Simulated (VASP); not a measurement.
# MgS in VASP: one cell, several levels of theory, part 2 of 2

The system is MgS, a lower-symmetry cell derived from the zincblende prototype, a generated structure that needn't be the ground state.

VASP 6.6.1, plane waves, PAW. The steps go on from the part before.

**3. r2SCAN**

INCAR

```
ENCUT = 520.000000
SIGMA = 0.010000
EDIFF = 1.00e-07
ALGO = Normal
METAGGA = R2SCAN
PREC = Accurate
IBRION = -1
ISIF = 2
ISMEAR = 0
NBANDS = 11
NELM = 120
NSW = 0
LASPH = .TRUE.
LCHARG = .FALSE.
LWAVE = .FALSE.
LREAL = .FALSE.
```

KPOINTS

```
KPOINTS created by Atomic Simulation Environment
0
Gamma
8 8 8
0 0 0
```

KPOINTS_OPT

```
special points
6
Reciprocal
0.0000000000 0.0000000000 0.0000000000 1
-0.5000000000 -0.5000000000 0.0000000000 1
-0.3750000000 -0.3750000000 0.2500000000 1
-0.3750000000 0.0000000000 0.3750000000 1
0.0000000000 0.0000000000 0.5000000000 1
-0.5000000000 -0.2500000000 0.2500000000 1
```

POSCAR

```
Mg S
 1.0000000000000000
     0.0000000000000000    2.8308768389000001    2.6850866817000001
     2.8308768389000001    0.0000000000000000    2.6850866817000001
     2.8308768389000001    2.8308768389000001    0.0000000000000000
 Mg  S
   1   1
Cartesian
  0.0000000000000000  0.0000000000000000  0.0000000000000000
  1.4154384194500000  1.4154384194500000  1.3425433408499998
```

Run with:

```bash
mpirun -np 1 vasp_std
```

Standard output, without the iteration lines:

```text
POSCAR found type information on POSCAR MgS
 POSCAR found :  2 types and       2 ions
 -----------------------------------------------------------------------------
|                                                                             |
|                                                                             |
|     You enforced a specific xc type in the INCAR file but a different       |
|     I HOPE YOU KNOW WHAT YOU ARE DOING!                                     |
|                                                                             |
 -----------------------------------------------------------------------------

 LDA part: xc-table for (None), standard interpolation
 POSCAR, INCAR and KPOINTS ok, starting setup
 FFT: planning ... GRIDC
 FFT: planning ... GRID_SOFT
 FFT: planning ... GRID
 WAVECAR not read
 entering main loop
 Start KPOINTS_OPT (optional k-point list driver)
k-point batch [1-6\6]
```

OSZICAR:

```text
N       E                     dE             d eps       ncg     rms          rms(c)
DAV:   1     0.179857928760E+02    0.17986E+02   -0.36134E+03  1330   0.598E+02
DAV:   2    -0.152419276445E+02   -0.33228E+02   -0.31496E+02  1622   0.106E+02
DAV:   3    -0.171591625344E+02   -0.19172E+01   -0.19144E+01  1605   0.270E+01
DAV:   4    -0.171743464358E+02   -0.15184E-01   -0.15182E-01  1562   0.292E+00
DAV:   5    -0.171745267891E+02   -0.18035E-03   -0.18035E-03  1705   0.314E-01    0.436E+00
DAV:   6    -0.154120397276E+02    0.17625E+01   -0.12225E+00  1406   0.560E+00    0.443E+00
DAV:   7    -0.154137282646E+02   -0.16885E-02   -0.26312E-01  1514   0.235E+00    0.279E+00
DAV:   8    -0.154250597337E+02   -0.11331E-01   -0.10298E-02  1417   0.762E-01    0.115E-01
DAV:   9    -0.154253038963E+02   -0.24416E-03   -0.22475E-04  1776   0.917E-02    0.958E-02
DAV:  10    -0.154254997394E+02   -0.19584E-03   -0.20065E-04  1382   0.125E-01    0.491E-02
DAV:  11    -0.154255013886E+02   -0.16491E-05   -0.14114E-06  1683   0.858E-03    0.363E-03
DAV:  12    -0.154255011291E+02    0.25946E-06   -0.71777E-08  1493   0.217E-03    0.468E-04
DAV:  13    -0.154255010576E+02    0.71545E-07   -0.16998E-08  1086   0.956E-04
   1 F= -.15425501E+02 E0= -.15425501E+02  d E =-.112113E-14
       N       E                     dE             ncg
DAV:   1     0.921191796257E+03   -0.12559E+04      140
DAV:   2     0.747905477533E+03   -0.17329E+03      150
DAV:   3     0.738807522386E+03   -0.90980E+01      186
DAV:   4     0.738746264747E+03   -0.61258E-01      167
DAV:   5     0.738745504878E+03   -0.75987E-03      183
DAV:   6     0.738745494868E+03   -0.10010E-04      178
DAV:   7     0.738745494631E+03   -0.23733E-06      169
DAV:   8     0.738745494625E+03   -0.61380E-08      156
```

From OUTCAR:

```text
k-points           NKPTS =     59   k-points in BZ     NKDIM =     59   number of bands    NBANDS=     11

   NELECT =       8.0000    total number of electrons

   dimension x,y,z NGX =    30 NGY =   30 NGZ =   30
   dimension x,y,z NGXF=    60 NGYF=   60 NGZF=   60

  energy-cutoff  :      520.00
  volume of cell :       43.04
      direct lattice vectors                 reciprocal lattice vectors
     0.000000000  2.830876839  2.685086682    -0.176623721  0.176623721  0.186213728
     2.830876839  0.000000000  2.685086682     0.176623721 -0.176623721  0.186213728
     2.830876839  2.830876839  0.000000000     0.176623721  0.176623721 -0.186213728

 k-points in reciprocal lattice and weights: KPOINTS created by Atomic Simulation Env
   0.00000000  0.00000000  0.00000000       0.002
   0.12500000 -0.00000000  0.00000000       0.016
   0.25000000 -0.00000000  0.00000000       0.016
   0.37500000 -0.00000000  0.00000000       0.016
   0.50000000 -0.00000000  0.00000000       0.008
   0.12500000  0.12500000  0.00000000       0.004
   0.25000000  0.12500000  0.00000000       0.016
   0.37500000  0.12500000  0.00000000       0.016
[... 51 more k-points ...]

 E-fermi :   1.2482

 k-point     1 :       0.0000    0.0000    0.0000
  band No.  band energies     occupation
      1     -10.8135      2.00000
      2       1.0697      2.00000
      3       1.0697      2.00000
      4       1.2003      2.00000
      5       5.5192      0.00000
      6       9.8364      0.00000
      7       9.8364      0.00000
      8       9.8871      0.00000
      9      12.2185      0.00000
     10      13.0742      0.00000
     11      15.7813      0.00000

 k-point     2 :       0.1250   -0.0000    0.0000
  band No.  band energies     occupation
      1     -10.7142      2.00000
      2       0.4225      2.00000
      3       0.9973      2.00000
      4       1.1170      2.00000
      5       6.1743      0.00000
      6       9.6742      0.00000
      7       9.9968      0.00000
      8      10.0909      0.00000
      9      11.8567      0.00000
     10      12.5061      0.00000
     11      15.3812      0.00000

 k-point     3 :       0.2500   -0.0000    0.0000
  band No.  band energies     occupation
      1     -10.4560      2.00000
      2      -0.8223      2.00000
      3       0.8342      2.00000
      4       1.0194      2.00000
      5       7.0072      0.00000
      6       9.7332      0.00000
      7       9.8102      0.00000
      8      10.3037      0.00000
      9      12.2822      0.00000
     10      12.3669      0.00000
     11      14.5295      0.00000

 k-point     4 :       0.3750   -0.0000    0.0000
  band No.  band energies     occupation
      1     -10.1649      2.00000
      2      -1.8352      2.00000
      3       0.6852      2.00000
      4       0.9321      2.00000
      5       7.1097      0.00000
      6       9.3289      0.00000
      7       9.8581      0.00000
      8      10.4873      0.00000
      9      13.5619      0.00000
     10      13.8996      0.00000
     11      14.6607      0.00000

 k-point     5 :       0.5000   -0.0000    0.0000
  band No.  band energies     occupation
      1     -10.0321      2.00000
      2      -2.2239      2.00000
      3       0.6269      2.00000
      4       0.8980      2.00000
      5       7.0513      0.00000
      6       9.1336      0.00000
      7       9.7286      0.00000
      8      10.6714      0.00000
      9      14.8997      0.00000
     10      15.3188      0.00000
     11      15.4697      0.00000

 k-point     6 :       0.1250    0.1250    0.0000
  band No.  band energies     occupation
      1     -10.6719      2.00000
      2       0.5049      2.00000
      3       0.8498      2.00000
      4       0.8498      2.00000
      5       6.4432      0.00000
      6       9.2664      0.00000
      7      10.2864      0.00000
      8      10.2864      0.00000
      9      11.7708      0.00000
     10      12.5245      0.00000
     11      16.3676      0.00000

 k-point     7 :       0.2500    0.1250    0.0000
  band No.  band energies     occupation
      1     -10.4592      2.00000
      2      -0.4891      2.00000
      3       0.6424      2.00000
      4       0.7936      2.00000
      5       7.1995      0.00000
      6       8.9823      0.00000
      7      10.2722      0.00000
      8      10.4701      0.00000
      9      11.6138      0.00000
     10      12.9884      0.00000
     11      15.5414      0.00000

 k-point     8 :       0.3750    0.1250    0.0000
  band No.  band energies     occupation
      1     -10.1744      2.00000
      2      -1.5119      2.00000
      3       0.4990      2.00000
      4       0.6569      2.00000
      5       7.4082      0.00000
      6       9.2422      0.00000
      7       9.9938      0.00000
      8      10.0376      0.00000
      9      12.8316      0.00000
     10      14.4516      0.00000
     11      15.3776      0.00000

 k-point     9 :       0.5000    0.1250    0.0000
  band No.  band energies     occupation
      1      -9.9897      2.00000
      2      -2.0570      2.00000
      3       0.4878      2.00000
      4       0.4902      2.00000
      5       7.4231      0.00000
      6       8.8487      0.00000
      7       9.6435      0.00000
      8      11.0299      0.00000
      9      13.8032      0.00000
     10      15.4774      0.00000
     11      16.4692      0.00000

 k-point    10 :      -0.3750    0.1250    0.0000
  band No.  band energies     occupation
      1     -10.0464      2.00000
      2      -1.9043      2.00000
      3       0.4059      2.00000
      4       0.6119      2.00000
      5       7.6191      0.00000
      6       8.7441      0.00000
      7       9.5849      0.00000
      8      11.0767      0.00000
      9      13.4926      0.00000
     10      15.1117      0.00000
     11      15.7442      0.00000

 k-point    11 :      -0.2500    0.1250    0.0000
  band No.  band energies     occupation
      1     -10.2984      2.00000
      2      -1.1448      2.00000
      3       0.4805      2.00000
      4       0.8130      2.00000
      5       7.6637      0.00000
      6       9.1389      0.00000
      7       9.9121      0.00000
      8      10.1198      0.00000
      9      11.7036      0.00000
     10      14.0430      0.00000
     11      15.8728      0.00000

[... the tables of k-points 12 to 59 left out ...]

  Total        0.7732805      0.7732805      0.9948642      0.0000000      0.0000000      0.0000000
  in kB       28.7883893     28.7883893     37.0377113      0.0000000      0.0000000      0.0000000
  external PRESSURE =      31.5381633 kB  Pullay stress =       0.0000000 kB

 POSITION                                       TOTAL-FORCE (eV/Angst)
 -----------------------------------------------------------------------------------
      0.00000      0.00000      0.00000        -0.000000      0.000000      0.000000
      1.41544      1.41544      1.34254         0.000000      0.000000     -0.000000
 -----------------------------------------------------------------------------------
    total drift:                               -0.000002     -0.000002     -0.000000

  FREE ENERGIE OF THE ION-ELECTRON SYSTEM (eV)
  ---------------------------------------------------
  free  energy   TOTEN  =       -15.4255010576 eV

  energy  without entropy=      -15.4255010576  energy(sigma->0) =      -15.42550106
```

Hardware: 1 MPI rank of Intel Xeon 6975P-C, shared host.

The levels at the points of KPOINTS_OPT are read from vasprun.xml.

Levels at the named points, in eV from the top of band v (v: the last filled band by count, c: the next):

```tsv
point	v−1	v	c	c+1
Γ	-0.13	0.00	4.32	8.64
X	-1.38	-1.38	4.11	5.97
U	-2.15	-1.14	5.07	7.39
K	-2.10	-0.88	5.32	7.81
L	-0.57	-0.30	5.85	7.93
W	-2.05	-1.51	5.82	8.52
```

r2SCAN gives an indirect gap of 4.11 eV, from Γ to X; the least direct gap is 4.32 eV. Pressure: 3.15 GPa; the forces vanish within 0.01 eV/Å.

**4. Summary**

This closing draws on all 2 parts.

| level | gap (eV) | pressure (GPa) | Ansatz: gap (eV) | Ansatz: pressure (GPa) |
| --- | --- | --- | --- | --- |
| PBE | 3.63 | 4.34 | 3.64 | 4.48 |
| r2SCAN | 4.11 | 3.15 | 4.11 | 3.44 |

What this shows: The gap spans 3.63 eV (PBE) to 4.11 eV (r2SCAN). At this one volume the pressure spans 3.2 GPa (r2SCAN) to 4.3 GPa (PBE): PBE wants the largest cell and r2SCAN the smallest. The two programs agree on the gap within 0.02 eV, far less than the spread between functionals. The two codes have different PAW datasets and cutoffs. VASP's cell holds 8 valence electrons and Ansatz's 16.
